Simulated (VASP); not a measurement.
# Pb (P6_3/mmc) in VASP: a series of runs, part 2 of 2

VASP 6.6.1. Earlier steps stand in the parts before.

## (5) Single point, PBEsol

INCAR

```
PREC = Accurate
ENCUT = 450
EDIFF = 1E-6
ISMEAR = 0
SIGMA = 0.2
LREAL = False
LASPH = True
NELM = 100
ALGO = Normal
ISIF = 2
LWAVE = False
LCHARG = False
GGA = PS
ADDGRID = False
```

KPOINTS

```
regular mesh
0
Gamma
  19 19 10
```

POSCAR

```
Pb
1.0
    3.4800000000      0.0000000000      0.0000000000
   -1.7400000000      3.0137684052      0.0000000000
    0.0000000000      0.0000000000      5.5900000000
Pb
2
Direct
    0.6666666667      0.3333333333      0.7500000000
    0.3333333333      0.6666666667      0.2500000000
```

Potentials or basis: VASP PAW PBE potentials, release 64 (Pb_d).

Command:

```sh
> cat potpaw_PBE.64/Pb_d/POTCAR > POTCAR
> mpirun -np 1 vasp_std > vasp.out
```

OUTCAR:

```text
PREC = Accurate
   ENCUT = 450
   EDIFF = 1E-6
   ISMEAR = 0
   LREAL = False
   LASPH = True
   NELM = 100
   ISIF = 2
   GGA = PS

 Found    240 irreducible k-points:

 Following reciprocal coordinates:
            Coordinates               Weight
  0.000000  0.000000  0.000000      1.000000
  0.052632  0.000000  0.000000      6.000000
  0.105263  0.000000  0.000000      6.000000
  0.157895  0.000000  0.000000      6.000000
  0.210526 -0.000000  0.000000      6.000000
  0.263158  0.000000  0.000000      6.000000
   k-points           NKPTS =    240   k-points in BZ     NKDIM =    240   number of bands    NBANDS=     18
   number of dos      NEDOS =    301   number of ions     NIONS =      2
   total plane-waves  NPLWV =  23040
   dimension x,y,z NGX =    24 NGY =   24 NGZ =   40
   dimension x,y,z NGXF=    48 NGYF=   48 NGZF=   80
   ions per type =               2
   NGX,Y,Z   is equivalent  to a cutoff of  11.47, 11.47, 11.90 a.u.
   NGXF,Y,Z  is equivalent  to a cutoff of  22.93, 22.93, 23.79 a.u.
 SYSTEM =  unknown system
   PREC   = accura    normal or accurate (medium, high low for compatibility)
   ISTART =      0    job   : 0-new  1-cont  2-samecut
   ICHARG =      2    charge: 1-file 2-atom 10-const
   ISPIN  =      1    spin polarized calculation?
   LNONCOLLINEAR =      F non collinear calculations
   LSORBIT =      F    spin-orbit coupling
   LASPH  =      T    aspherical Exc in radial PAW
   ENCUT  =  450.0 eV  33.07 Ry    5.75 a.u.   6.02  6.02  9.67*2*pi/ulx,y,z
   NELM   =    100;   NELMIN=  2; NELMDL= -5     # of ELM steps
   EDIFF  = 0.1E-05   stopping-criterion for ELM
   LREAL  =      F    real-space projection
   EDIFFG = 0.1E-04   stopping-criterion for IOM
   NSW    =      0    number of steps for IOM
   IBRION =     -1    ionic relax: 0-MD 1-quasi-New 2-CG
   NFREE  =      0    steps in history (QN), initial steepest desc. (CG)
   ISIF   =      2    stress and relaxation
   ISYM   =      2    0-nonsym 1-usesym 2-fastsym
   POTIM  = 0.5000    time-step for ionic-motion
   TEBEG  =    0.0;   TEEND  =   0.0 temperature during run
   PSTRESS=    0.0 pullay stress
   NELECT =      28.0000    total number of electrons
   NUPDOWN=      -1.0000    fix difference up-down
   EMIN   =  10.00;   EMAX   =-10.00  energy-range for DOS
   EFERMI =   0.00;   METHOD = LEGACY
   ISMEAR =     0;   SIGMA  =   0.20  broadening in eV -4-tet -1-fermi 0-gaus
   EFERMI_NEDOS =   21; number of points for ismear=-14 and -15
   IALGO  =     38    algorithm
   IMIX   =      4    mixing-type and parameters
     AMIX     =   0.40;   BMIX     =  1.00
     AMIX_MAG =   1.60;   BMIX_MAG =  1.00
  volume/ion in A,a.u.               =      29.31       197.82
  Fermi-wavevector in a.u.,A,eV,Ry     =   1.279658  2.418203 22.279870  1.637524
  Thomas-Fermi vector in A             =   2.412131
   LORBIT       =      0    0 simple, 1 ext, 2 COOP (PROOUT), +10 PAW based schemes
   GGA     = PS    functional components
   LHFCALC =     F    Hartree Fock is set to
   AEXX    =    0.0000 exact exchange contribution
   IVDW    =     0    specifies the selected vdW correction
   LEPSILON=     F    determine dielectric tensor
   LRPA    =     F    only Hartree local field effects (RPA)
 non-spin polarized calculation
 Gauss-broadening in eV      SIGMA  =   0.20
  energy-cutoff  :      450.00
  volume of cell :       58.63
 maximum number of plane-waves:      1293
   NGX = 13   NGY = 13   NGZ = 19

 number of electron      28.0000001 magnetization

 Free energy of the ion-electron system (eV)
  ---------------------------------------------------
  ext. energy  EPLUGINS =         0.00000000
  ---------------------------------------------------
  free energy    TOTEN  =        -7.97459270 eV

  energy without entropy =       -7.95226718  energy(sigma->0) =       -7.96342994

 E-fermi :   7.4217     XC(G=0): -10.5062

 val. band max:        7.4132756791   @ k =   0.3158   0.1053   0.0000
 cond. band min:       7.4418736111   @ k =   0.3158   0.0526   0.2000
 fundamental gap:      0.0285979320
 Fermi energy:         7.4216572470

 k-point     1 :       0.0000    0.0000    0.0000
  band No.  band energies     occupation
      1      -9.5710      2.00000
      2      -9.5205      2.00000
      3      -9.5098      2.00000
      4      -9.5098      2.00000
      5      -9.4846      2.00000
      6      -9.4846      2.00000
[... 10 lines left out ...]
     17      14.9473      0.00000
     18      15.6202      0.00000
[... 85 lines left out ...]
 k-point     6 :       0.2632    0.0000    0.0000
  band No.  band energies     occupation
      1      -9.6313      2.00000
      2      -9.5161      2.00000
      3      -9.5154      2.00000
      4      -9.4923      2.00000
      5      -9.4515      2.00000
      6      -9.3682      2.00000
[... 10 lines left out ...]
     17      12.9183      0.00000
     18      14.3454      0.00000

 [... further k-points ...]

------------------------ aborting loop because EDIFF is reached ----------------------------------------

  FORCE on cell =-STRESS in cart. coord.  units (eV):
  Direction    XX          YY          ZZ          XY          YZ          ZX
  --------------------------------------------------------------------------------------
  -------------------------------------------------------------------------------------
  Total        0.1345354      0.1345354      0.9007850      0.0000000      0.0000000     -0.0000000
  in kB        3.6765976      3.6765976     24.6167543      0.0000000      0.0000000     -0.0000000
  external PRESSURE =      10.6566499 kB  Pullay stress =       0.0000000 kB

 VOLUME and BASIS-vectors are now :
 -----------------------------------------------------------------------------
  energy-cutoff  :      450.00
  volume of cell :       58.63
      direct lattice vectors                 reciprocal lattice vectors
     3.480000000  0.000000000  0.000000000     0.287356322  0.165905250  0.000000000
    -1.740000000  3.013768405  0.000000000     0.000000000  0.331810500  0.000000000
     0.000000000  0.000000000  5.590000000     0.000000000  0.000000000  0.178890877

 POSITION                                       TOTAL-FORCE (eV/Angst)
 -----------------------------------------------------------------------------------
      1.74000      1.00459      4.19250         0.000000      0.000000      0.000000
     -0.00000      2.00918      1.39750        -0.000000     -0.000000      0.000000
 -----------------------------------------------------------------------------------
    total drift:                               -0.000000      0.000000      0.000000

  FREE ENERGIE OF THE ION-ELECTRON SYSTEM (eV)
  ---------------------------------------------------
  free  energy   TOTEN  =        -7.9745926998 eV

  energy  without entropy=       -7.9522671799  energy(sigma->0) =       -7.96342994
```

OSZICAR:

```text
N       E                     dE             d eps       ncg     rms          rms(c)
DAV:   1     0.269911359732E+03    0.26991E+03   -0.13703E+04  8648   0.175E+03
DAV:   2     0.978824558020E+01   -0.26012E+03   -0.25694E+03  8660   0.419E+02
DAV:   3    -0.752013586535E+01   -0.17308E+02   -0.17082E+02 10716   0.138E+02
DAV:   4    -0.799381715249E+01   -0.47368E+00   -0.47247E+00 10256   0.267E+01
DAV:   5    -0.801251031520E+01   -0.18693E-01   -0.18691E-01 10662   0.465E+00    0.871E-01
DAV:   6    -0.798274948684E+01    0.29761E-01   -0.54778E-02 11198   0.357E+00    0.406E-01
DAV:   7    -0.797511068080E+01    0.76388E-02   -0.21171E-02 11288   0.213E+00    0.129E-01
DAV:   8    -0.797459673515E+01    0.51395E-03   -0.10415E-03 11276   0.523E-01    0.133E-02
DAV:   9    -0.797459295612E+01    0.37790E-05   -0.40763E-05 11226   0.109E-01    0.627E-03
DAV:  10    -0.797459269983E+01    0.25629E-06   -0.19103E-06  7060   0.189E-02
   1 F= -.79745927E+01 E0= -.79634299E+01  d E =-.223255E-01
```

stdout:

```text
POSCAR found type information on POSCAR Pb
 POSCAR found :  1 types and       2 ions
 scaLAPACK will be used
 -----------------------------------------------------------------------------
|                                                                             |
|                                                                             |
|     You enforced a specific xc type in the INCAR file but a different       |
|     I HOPE YOU KNOW WHAT YOU ARE DOING!                                     |
|                                                                             |
 -----------------------------------------------------------------------------

 LDA part: xc-table for (Slater+PW92), standard interpolation
 POSCAR, INCAR and KPOINTS ok, starting setup
 FFT: planning ... GRIDC
 FFT: planning ... GRID_SOFT
 FFT: planning ... GRID
 WAVECAR not read
 entering main loop
```

Wall time 36 s (1 thread of Intel Xeon 6975P-C (Granite Rapids), shared host); peak memory 0.28 GiB.

The run converged, but some of its settings lie outside the range that counts as converged, so its numbers aren't taken as properties of the crystal.

Results:

| Property | Result |
| --- | --- |
| Free energy | -7.9746 eV |
| Pressure | 1.1 GPa |
| Band gap on the k mesh | none (metal or under the smearing width) |

Caveat: the PAW data sets were made with another functional, which shifts forces and pressure a little.

## (6) Single point, PBEsol

INCAR is that of step 5.

KPOINTS is that of step 5.

POSCAR

```
Pb
1.0
    3.4800000000      0.0000000000      0.0000000000
   -1.7400000000      3.0137684052      0.0000000000
    0.0000000000      0.0000000000      5.5900000000
Pb
2
Direct
    0.6916670000      0.3496840000      0.7502860000
    0.3559200000      0.6835750000      0.2530120000
```

Potentials or basis: VASP PAW PBE potentials, release 64 (Pb_d).

Command:

```sh
> cat potpaw_PBE.64/Pb_d/POTCAR > POTCAR
> mpirun -np 1 vasp_std > vasp.out
```

Wall time 4.4 min (1 thread of Intel Xeon 6975P-C (Granite Rapids), shared host); peak memory 1.2 GiB.

The run converged, but some of its settings lie outside the range that counts as converged, so its numbers aren't taken as properties of the crystal.

Results:

| Property | Result |
| --- | --- |
| Free energy | -7.9743 eV |
| Pressure | 1.1 GPa |
| Largest force | 0.037 eV/Å |
| Band gap on the k mesh | none (metal or under the smearing width) |

Caveat: the PAW data sets were made with another functional, which shifts forces and pressure a little.
